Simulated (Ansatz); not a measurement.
# CaF2 (fluorite): zero-pressure volume and bulk modulus with PBEsol

Aim: take the cell of CaF2 (fluorite) to zero pressure with PBEsol, then fit an equation of state.

Program: Ansatz 0.2.0. Level of theory: DFT PBEsol, scalar-relativistic, plane waves, PAW. These are calculated values, not measurements.

## Step 1: The structure to begin with

Symmetry: Fm-3m, No. 225, cubic system. The conventional cell has a = 5.462 Å, b = 5.462 Å, c = 5.462 Å, α = 90.00°, β = 90.00°, γ = 90.00°. Ca (site symmetry m-3m) is surrounded by 8 F at 2.37 Å. F (site symmetry -43m) has 4 Ca at 2.37 Å in its first shell of neighbours.

Coordinates:

```
CELL_PARAMETERS angstrom
0.00000 2.73125 2.73125
2.73125 0.00000 2.73125
2.73125 2.73125 0.00000
ATOMIC_POSITIONS crystal
Ca 0.00000 0.00000 0.00000
F 0.25000 0.25000 0.25000
F 0.75000 0.75000 0.75000
```

An earlier run on this cell at PBE gave 2.18 GPa at 13.583 Å³/atom (8×8×8 mesh), mesh gap 7.30 eV.

## Step 2: At the given cell

Contents of input.yaml:

```yaml
crystal:
  lattice:
    - [0.0, 2.7312487411, 2.7312487411]
    - [2.7312487411, 0.0, 2.7312487411]
    - [2.7312487411, 2.7312487411, 0.0]
  atoms:
    - { symbol: Ca, position: [0.0, 0.0, 0.0] }
    - { symbol: F, position: [0.25, 0.25, 0.25] }
    - { symbol: F, position: [0.75, 0.75, 0.75] }
basis:
  ecutwfc: 420
  ecutrho_ratio: 4
kpoints:
  mp_grid: { grid: [8, 8, 8] }
hamiltonian:
  xc: pbesol
scf:
  occupations: { method: gaussian, width: 0.05 }
output:
  forces: true
  stress: true
  eigenvalues: true
```

On the command line:

```
ansatz run input.yaml --threads 4 --pin off --max-ram 8192MiB --backend cpu --events-out ev --progress --plain --runs-dir out
```

Output, shortened:

```text
Warning: RAYON_NUM_THREADS=4 ignored (pool sized by the plan → 4); use --threads N
[...]
Pseudopotentials: kind: paw
Pseudopotential: Ca, paw, valence charge 10, recommended cutoff 420 eV (normal), Ca.paw.azcp
Pseudopotential: F, paw, valence charge 7, recommended cutoff 420 eV (normal), F.paw.azcp
Functional definition: PBEsol
[...]
Crystal: 3 atoms, lattice volume = 40.749 Å³
Basis set: ecut = 420 eV, 821 PW (Γ), exchange–correlation on 54×54×54 points (8 copies of the dense FFT grid, shifted against one another)
Bands: 16, of which v1, the nominal top of the filled ones, is band 12 counted from 1 (11 counted from 0)
Symmetry: 48 space group operations
Space group: Fm-3m (ITA 225), of the structure as read, at distance tolerance 3.4e-5 Å
k-points: 29 of 512
[...]
SCF iter   1: F=—  HF=-3400.897001 eV  |F-HF|=—  |Δ(HF+E_count)|=         —  Δρ=1.36e-2  dr2=4.72e-2  ethr=1.77e-3  ⟨swp⟩=6.7  Hψ=2841  notcnv=0
[...]
SCF iter   6: F=-3400.881802 eV  HF=-3400.881802 eV  |F-HF|=2.62e-9  |Δ(HF+E_count)|=   4.40e-8  Δρ=5.36e-6  dr2=6.88e-9  ethr=4.17e-10  ⟨swp⟩=5.0  Hψ=2165  notcnv=0
[...]
SCF converged after 6 iterations
Free energy (F): -3400.881802 eV
[...]
E sigma→0 (E₀):  -3400.881802 eV
Fermi energy:    6.765868 eV
[...]
--- Forces (eV/Å), atoms counted from 1 ---
  atom   1  Ca    -0.00000000    -0.00000000    -0.00000000
  atom   2  F     -0.00000000     0.00000000    -0.00000000
  atom   3  F     -0.00000000     0.00000000     0.00000000
[...]
--- Stress (GPa, compression-positive) ---
       -1.897138      -0.000000       0.000000
        0.000000      -1.897138       0.000000
        0.000000      -0.000000      -1.897138
  P = ⅓ Tr σ = -1.8971 GPa (-18.971 kbar)
--- Band table (eV; the first three rows and the last of 29) ---
  k-point 0: bands = ["-32.6096", "-16.6066", "-15.8208", "-13.6354", "-13.6354", "-13.6354", "1.0711", "1.0711", "1.0711", "2.9521", "2.9521", "2.9521", "10.3224", "12.3376", "12.3376", "14.4333"]
[...]
```

It took 0.56 s on 4 threads of Arm Neoverse V1, shared host; peak memory 0.29 GiB.

Read off: volume 13.583 Å³/atom, pressure -1.90 GPa, mesh gap 7.11 eV.

## Step 3: Stepping to 13.411 Å³/atom

Changes to input.yaml since step 2:

```diff
@@ -2,5 +2,5 @@
   lattice:
-    - [0.0, 2.7312487411, 2.7312487411]
-    - [2.7312487411, 0.0, 2.7312487411]
-    - [2.7312487411, 2.7312487411, 0.0]
+    - [0.0, 2.7196852869, 2.7196852869]
+    - [2.7196852869, 0.0, 2.7196852869]
+    - [2.7196852869, 2.7196852869, 0.0]
   atoms:
```

On the command line:

```
ansatz run input.yaml --threads 4 --pin off --max-ram 8192MiB --backend cpu --events-out ev --progress --plain --runs-dir out
```

Output, shortened:

```text
Warning: RAYON_NUM_THREADS=4 ignored (pool sized by the plan → 4); use --threads N
[...]
[... 4 set-up lines as earlier in the session ...]
[...]
Crystal: 3 atoms, lattice volume = 40.233 Å³
Basis set: ecut = 420 eV, 749 PW (Γ), exchange–correlation on 54×54×54 points (8 copies of the dense FFT grid, shifted against one another)
Bands: 16, of which v1, the nominal top of the filled ones, is band 12 counted from 1 (11 counted from 0)
[... 2 set-up lines as earlier in the session ...]
k-points: 29 of 512
[...]
SCF iter   1: F=—  HF=-3400.901143 eV  |F-HF|=—  |Δ(HF+E_count)|=         —  Δρ=1.36e-2  dr2=4.66e-2  ethr=1.77e-3  ⟨swp⟩=6.6  Hψ=2864  notcnv=0
[...]
SCF iter   6: F=-3400.885959 eV  HF=-3400.885959 eV  |F-HF|=2.99e-9  |Δ(HF+E_count)|=   5.07e-8  Δρ=5.73e-6  dr2=8.10e-9  ethr=4.17e-10  ⟨swp⟩=5.0  Hψ=2106  notcnv=0
[...]
SCF converged after 6 iterations
Free energy (F): -3400.885959 eV
[...]
E sigma→0 (E₀):  -3400.885959 eV
Fermi energy:    6.925374 eV
[...]
--- Forces (eV/Å), atoms counted from 1 ---
  atom   1  Ca    -0.00000000     0.00000000     0.00000000
  atom   2  F      0.00000000    -0.00000000    -0.00000000
  atom   3  F      0.00000000     0.00000000    -0.00000000
[...]
--- Stress (GPa, compression-positive) ---
       -0.880196       0.000000       0.000000
        0.000000      -0.880196      -0.000000
        0.000000       0.000000      -0.880196
  P = ⅓ Tr σ = -0.8802 GPa (-8.802 kbar)
--- Band table (eV; the first three rows and the last of 29) ---
  k-point 0: bands = ["-32.4255", "-16.5151", "-15.7094", "-13.4516", "-13.4516", "-13.4516", "1.1554", "1.1554", "1.1554", "3.0726", "3.0726", "3.0726", "10.5187", "12.5086", "12.5086", "14.6580"]
[...]
```

Run time: 0.55 s. Hardware: 4 threads of Arm Neoverse V1, shared host; peak memory 0.29 GiB.

Result: volume 13.411 Å³/atom, pressure -0.88 GPa, mesh gap 7.19 eV.

## Step 4: Stepping to 13.272 Å³/atom

Changes to input.yaml since step 3:

```diff
@@ -2,5 +2,5 @@
   lattice:
-    - [0.0, 2.7196852869, 2.7196852869]
-    - [2.7196852869, 0.0, 2.7196852869]
-    - [2.7196852869, 2.7196852869, 0.0]
+    - [0.0, 2.7102217045, 2.7102217045]
+    - [2.7102217045, 0.0, 2.7102217045]
+    - [2.7102217045, 2.7102217045, 0.0]
   atoms:
```

On the command line:

```
ansatz run input.yaml --threads 4 --pin off --max-ram 8192MiB --backend cpu --events-out ev --progress --plain --runs-dir out
```

Output, shortened:

```text
Warning: RAYON_NUM_THREADS=4 ignored (pool sized by the plan → 4); use --threads N
[...]
[... 4 set-up lines as earlier in the session ...]
[...]
Crystal: 3 atoms, lattice volume = 39.815 Å³
Basis set: ecut = 420 eV, 749 PW (Γ), exchange–correlation on 54×54×54 points (8 copies of the dense FFT grid, shifted against one another)
Bands: 16, of which v1, the nominal top of the filled ones, is band 12 counted from 1 (11 counted from 0)
[... 2 set-up lines as earlier in the session ...]
k-points: 29 of 512
[...]
SCF iter   1: F=—  HF=-3400.902244 eV  |F-HF|=—  |Δ(HF+E_count)|=         —  Δρ=1.37e-2  dr2=4.66e-2  ethr=1.77e-3  ⟨swp⟩=6.7  Hψ=2856  notcnv=0
[...]
SCF iter   6: F=-3400.887242 eV  HF=-3400.887242 eV  |F-HF|=3.81e-9  |Δ(HF+E_count)|=   3.66e-8  Δρ=5.90e-6  dr2=8.42e-9  ethr=4.17e-10  ⟨swp⟩=5.0  Hψ=2066  notcnv=0
[...]
SCF converged after 6 iterations
Free energy (F): -3400.887242 eV
[...]
E sigma→0 (E₀):  -3400.887242 eV
Fermi energy:    7.058150 eV
[...]
--- Forces (eV/Å), atoms counted from 1 ---
  atom   1  Ca    -0.00000000     0.00000000     0.00000000
  atom   2  F      0.00000000     0.00000000     0.00000000
  atom   3  F     -0.00000000    -0.00000000     0.00000000
[...]
--- Stress (GPa, compression-positive) ---
        0.002969       0.000000      -0.000000
        0.000000       0.002969       0.000000
       -0.000000      -0.000000       0.002969
  P = ⅓ Tr σ = 0.0030 GPa (0.030 kbar)
--- Band table (eV; the first three rows and the last of 29) ---
  k-point 0: bands = ["-32.2732", "-16.4387", "-15.6166", "-13.2995", "-13.2995", "-13.2995", "1.2235", "1.2235", "1.2235", "3.1731", "3.1731", "3.1731", "10.6819", "12.6501", "12.6501", "14.8436"]
[...]
```

It took 0.55 s on 4 threads of Arm Neoverse V1, shared host; peak memory 0.28 GiB.

In short: volume 13.272 Å³/atom, pressure 0.00 GPa, mesh gap 7.25 eV.

## Step 5: Volume × 0.98 of the new zero

Changes to input.yaml since step 4:

```diff
@@ -2,5 +2,5 @@
   lattice:
-    - [0.0, 2.7102217045, 2.7102217045]
-    - [2.7102217045, 0.0, 2.7102217045]
-    - [2.7102217045, 2.7102217045, 0.0]
+    - [0.0, 2.692031749, 2.692031749]
+    - [2.692031749, 0.0, 2.692031749]
+    - [2.692031749, 2.692031749, 0.0]
   atoms:
```

On the command line:

```
ansatz run input.yaml --threads 4 --pin off --max-ram 8192MiB --backend cpu --events-out ev --progress --plain --runs-dir out
```

Output, shortened:

```text
Warning: RAYON_NUM_THREADS=4 ignored (pool sized by the plan → 4); use --threads N
[...]
[... 4 set-up lines as earlier in the session ...]
[...]
Crystal: 3 atoms, lattice volume = 39.018 Å³
Basis set: ecut = 420 eV, 749 PW (Γ), exchange–correlation on 54×54×54 points (8 copies of the dense FFT grid, shifted against one another)
Bands: 16, of which v1, the nominal top of the filled ones, is band 12 counted from 1 (11 counted from 0)
[... 2 set-up lines as earlier in the session ...]
k-points: 29 of 512
[...]
SCF iter   1: F=—  HF=-3400.897756 eV  |F-HF|=—  |Δ(HF+E_count)|=         —  Δρ=1.38e-2  dr2=4.64e-2  ethr=1.77e-3  ⟨swp⟩=6.6  Hψ=2854  notcnv=0
[...]
SCF iter   6: F=-3400.882850 eV  HF=-3400.882850 eV  |F-HF|=6.31e-9  |Δ(HF+E_count)|=   3.84e-8  Δρ=5.46e-6  dr2=6.50e-9  ethr=4.17e-10  ⟨swp⟩=5.1  Hψ=2075  notcnv=0
[...]
SCF converged after 6 iterations
Free energy (F): -3400.882850 eV
[...]
E sigma→0 (E₀):  -3400.882850 eV
Fermi energy:    7.319285 eV
[...]
--- Forces (eV/Å), atoms counted from 1 ---
  atom   1  Ca    -0.00000000    -0.00000000     0.00000000
  atom   2  F      0.00000000     0.00000000     0.00000000
  atom   3  F      0.00000000     0.00000000     0.00000000
[...]
--- Stress (GPa, compression-positive) ---
        1.831590       0.000000      -0.000000
        0.000000       1.831590       0.000000
       -0.000000      -0.000000       1.831590
  P = ⅓ Tr σ = 1.8316 GPa (18.316 kbar)
--- Band table (eV; the first three rows and the last of 29) ---
  k-point 0: bands = ["-31.9767", "-16.2881", "-15.4339", "-13.0029", "-13.0029", "-13.0029", "1.3574", "1.3574", "1.3574", "3.3710", "3.3710", "3.3710", "11.0024", "12.9263", "12.9263", "15.2070"]
[...]
```

Wall time 0.53 s (4 threads of Arm Neoverse V1, shared host); peak memory 0.28 GiB.

Result: volume 13.006 Å³/atom, pressure 1.83 GPa, mesh gap 7.37 eV.

## Step 6: Volume × 1.02 of the new zero

Changes to input.yaml since step 5:

```diff
@@ -2,5 +2,5 @@
   lattice:
-    - [0.0, 2.692031749, 2.692031749]
-    - [2.692031749, 0.0, 2.692031749]
-    - [2.692031749, 2.692031749, 0.0]
+    - [0.0, 2.7281707157, 2.7281707157]
+    - [2.7281707157, 0.0, 2.7281707157]
+    - [2.7281707157, 2.7281707157, 0.0]
   atoms:
```

On the command line:

```
ansatz run input.yaml --threads 4 --pin off --max-ram 8192MiB --backend cpu --events-out ev --progress --plain --runs-dir out
```

Output, shortened:

```text
Warning: RAYON_NUM_THREADS=4 ignored (pool sized by the plan → 4); use --threads N
[...]
[... 4 set-up lines as earlier in the session ...]
[...]
Crystal: 3 atoms, lattice volume = 40.611 Å³
Basis set: ecut = 420 eV, 821 PW (Γ), exchange–correlation on 54×54×54 points (8 copies of the dense FFT grid, shifted against one another)
Bands: 16, of which v1, the nominal top of the filled ones, is band 12 counted from 1 (11 counted from 0)
[... 2 set-up lines as earlier in the session ...]
k-points: 29 of 512
[...]
SCF iter   1: F=—  HF=-3400.898471 eV  |F-HF|=—  |Δ(HF+E_count)|=         —  Δρ=1.36e-2  dr2=4.70e-2  ethr=1.77e-3  ⟨swp⟩=6.7  Hψ=2844  notcnv=0
[...]
SCF iter   6: F=-3400.883274 eV  HF=-3400.883274 eV  |F-HF|=2.86e-9  |Δ(HF+E_count)|=   4.95e-8  Δρ=5.42e-6  dr2=7.06e-9  ethr=4.17e-10  ⟨swp⟩=5.0  Hψ=2153  notcnv=0
[...]
SCF converged after 6 iterations
Free energy (F): -3400.883274 eV
[...]
E sigma→0 (E₀):  -3400.883274 eV
Fermi energy:    6.808047 eV
[...]
--- Forces (eV/Å), atoms counted from 1 ---
  atom   1  Ca    -0.00000000    -0.00000000    -0.00000000
  atom   2  F      0.00000000    -0.00000000    -0.00000000
  atom   3  F     -0.00000000     0.00000000     0.00000000
[...]
--- Stress (GPa, compression-positive) ---
       -1.632594      -0.000000       0.000000
        0.000000      -1.632594      -0.000000
       -0.000000      -0.000000      -1.632594
  P = ⅓ Tr σ = -1.6326 GPa (-16.326 kbar)
--- Band table (eV; the first three rows and the last of 29) ---
  k-point 0: bands = ["-32.5608", "-16.5824", "-15.7914", "-13.5867", "-13.5867", "-13.5867", "1.0928", "1.0928", "1.0928", "2.9840", "2.9840", "2.9840", "10.3743", "12.3829", "12.3829", "14.4924"]
[...]
```

Run time: 0.61 s. Hardware: 4 threads of Arm Neoverse V1, shared host; peak memory 0.28 GiB.

In short: volume 13.537 Å³/atom, pressure -1.63 GPa, mesh gap 7.13 eV.

## Step 7: Volume × 0.96 of the new zero

Changes to input.yaml since step 6:

```diff
@@ -2,5 +2,5 @@
   lattice:
-    - [0.0, 2.7281707157, 2.7281707157]
-    - [2.7281707157, 0.0, 2.7281707157]
-    - [2.7281707157, 2.7281707157, 0.0]
+    - [0.0, 2.6735925967, 2.6735925967]
+    - [2.6735925967, 0.0, 2.6735925967]
+    - [2.6735925967, 2.6735925967, 0.0]
   atoms:
```

On the command line:

```
ansatz run input.yaml --threads 4 --pin off --max-ram 8192MiB --backend cpu --events-out ev --progress --plain --runs-dir out
```

Output, shortened:

```text
Warning: RAYON_NUM_THREADS=4 ignored (pool sized by the plan → 4); use --threads N
[...]
[... 4 set-up lines as earlier in the session ...]
[...]
Crystal: 3 atoms, lattice volume = 38.222 Å³
Basis set: ecut = 420 eV, 725 PW (Γ), exchange–correlation on 54×54×54 points (8 copies of the dense FFT grid, shifted against one another)
Bands: 16, of which v1, the nominal top of the filled ones, is band 12 counted from 1 (11 counted from 0)
[... 2 set-up lines as earlier in the session ...]
k-points: 29 of 512
[...]
SCF iter   1: F=—  HF=-3400.883646 eV  |F-HF|=—  |Δ(HF+E_count)|=         —  Δρ=1.38e-2  dr2=4.48e-2  ethr=1.77e-3  ⟨swp⟩=6.4  Hψ=2863  notcnv=0
[...]
SCF iter   6: F=-3400.868894 eV  HF=-3400.868894 eV  |F-HF|=7.65e-9  |Δ(HF+E_count)|=   1.01e-7  Δρ=6.01e-6  dr2=8.70e-9  ethr=4.17e-10  ⟨swp⟩=5.2  Hψ=2099  notcnv=0
[...]
SCF converged after 6 iterations
Free energy (F): -3400.868894 eV
[...]
E sigma→0 (E₀):  -3400.868894 eV
Fermi energy:    7.591481 eV
[...]
--- Forces (eV/Å), atoms counted from 1 ---
  atom   1  Ca    -0.00000000     0.00000000    -0.00000000
  atom   2  F      0.00000000     0.00000000     0.00000000
  atom   3  F      0.00000000     0.00000000    -0.00000000
[...]
--- Stress (GPa, compression-positive) ---
        3.875465       0.000000       0.000000
        0.000000       3.875465      -0.000000
        0.000000      -0.000000       3.875465
  P = ⅓ Tr σ = 3.8755 GPa (38.755 kbar)
--- Band table (eV; the first three rows and the last of 29) ---
  k-point 0: bands = ["-31.6709", "-16.1299", "-15.2426", "-12.6964", "-12.6964", "-12.6964", "1.4973", "1.4973", "1.4973", "3.5792", "3.5792", "3.5792", "11.3364", "13.2120", "13.2120", "15.5846"]
[...]
```

Run time: 0.53 s. Hardware: 4 threads of Arm Neoverse V1, shared host; peak memory 0.28 GiB.

In short: volume 12.741 Å³/atom, pressure 3.88 GPa, gap on the mesh 7.49 eV.

## Step 8: Volume × 1.04 of the new zero

Changes to input.yaml since step 7:

```diff
@@ -2,5 +2,5 @@
   lattice:
-    - [0.0, 2.6735925967, 2.6735925967]
-    - [2.6735925967, 0.0, 2.6735925967]
-    - [2.6735925967, 2.6735925967, 0.0]
+    - [0.0, 2.7458866064, 2.7458866064]
+    - [2.7458866064, 0.0, 2.7458866064]
+    - [2.7458866064, 2.7458866064, 0.0]
   atoms:
```

On the command line:

```
ansatz run input.yaml --threads 4 --pin off --max-ram 8192MiB --backend cpu --events-out ev --progress --plain --runs-dir out
```

Output, shortened:

```text
Warning: RAYON_NUM_THREADS=4 ignored (pool sized by the plan → 4); use --threads N
[...]
[... 4 set-up lines as earlier in the session ...]
[...]
Crystal: 3 atoms, lattice volume = 41.407 Å³
Basis set: ecut = 420 eV, 869 PW (Γ), exchange–correlation on 54×54×54 points (8 copies of the dense FFT grid, shifted against one another)
Bands: 16, of which v1, the nominal top of the filled ones, is band 12 counted from 1 (11 counted from 0)
[... 1 set-up line as earlier in the session ...]
Space group: Fm-3m (ITA 225), of the structure as read, at distance tolerance 3.5e-5 Å
k-points: 29 of 512
[...]
SCF iter   1: F=—  HF=-3400.886730 eV  |F-HF|=—  |Δ(HF+E_count)|=         —  Δρ=1.36e-2  dr2=4.77e-2  ethr=1.77e-3  ⟨swp⟩=6.7  Hψ=2846  notcnv=0
[...]
SCF iter   6: F=-3400.871330 eV  HF=-3400.871330 eV  |F-HF|=5.33e-10  |Δ(HF+E_count)|=   1.44e-8  Δρ=5.50e-6  dr2=7.57e-9  ethr=4.17e-10  ⟨swp⟩=5.0  Hψ=2174  notcnv=0
[...]
SCF converged after 6 iterations
Free energy (F): -3400.871330 eV
[...]
E sigma→0 (E₀):  -3400.871330 eV
Fermi energy:    6.568024 eV
[...]
--- Forces (eV/Å), atoms counted from 1 ---
  atom   1  Ca    -0.00000000     0.00000000     0.00000000
  atom   2  F      0.00000000    -0.00000000     0.00000000
  atom   3  F     -0.00000000     0.00000000     0.00000000
[...]
--- Stress (GPa, compression-positive) ---
       -3.098234      -0.000000      -0.000000
       -0.000000      -3.098234      -0.000000
        0.000000      -0.000000      -3.098234
  P = ⅓ Tr σ = -3.0982 GPa (-30.982 kbar)
--- Band table (eV; the first three rows and the last of 29) ---
  k-point 0: bands = ["-32.8398", "-16.7199", "-15.9587", "-13.8650", "-13.8650", "-13.8650", "0.9692", "0.9692", "0.9692", "2.8012", "2.8012", "2.8012", "10.0787", "12.1242", "12.1242", "14.1551"]
[...]
```

Run time: 0.65 s. Hardware: 4 threads of Arm Neoverse V1, shared host; peak memory 0.29 GiB.

Result: volume 13.802 Å³/atom, pressure -3.10 GPa, gap on the mesh 7.02 eV.

## Step 9: Energy and pressure against volume

Energies have the smearing extrapolated to zero and count from the lowest point.

```tsv
volume (Å³/atom)	energy (meV/atom)	pressure (GPa)
12.741	6.12	3.88
13.006	1.46	1.83
13.272	0.00	0.00
13.537	1.32	-1.63
13.802	5.30	-3.10
```

volume (Å³/atom), energy (meV/atom) and a bar:
```
    12.74        6.1 ##############################
    13.01        1.5 #######
    13.27        0.0 
    13.54        1.3 ######
    13.80        5.3 ##########################
```

## Step 10: Outcome

| quantity | value |
| --- | --- |
| V0 | 13.274 Å³/atom |
| B0 | 86 GPa |
| gap on the mesh | 7.25 eV |
| time in all | 4 s |

PBEsol puts the minimum at 13.27 Å³/atom, -2.3 % from the cell given, which stood at 2.2 GPa under PBE, with a bulk modulus of 86 GPa. The PAW datasets were made for PBE.
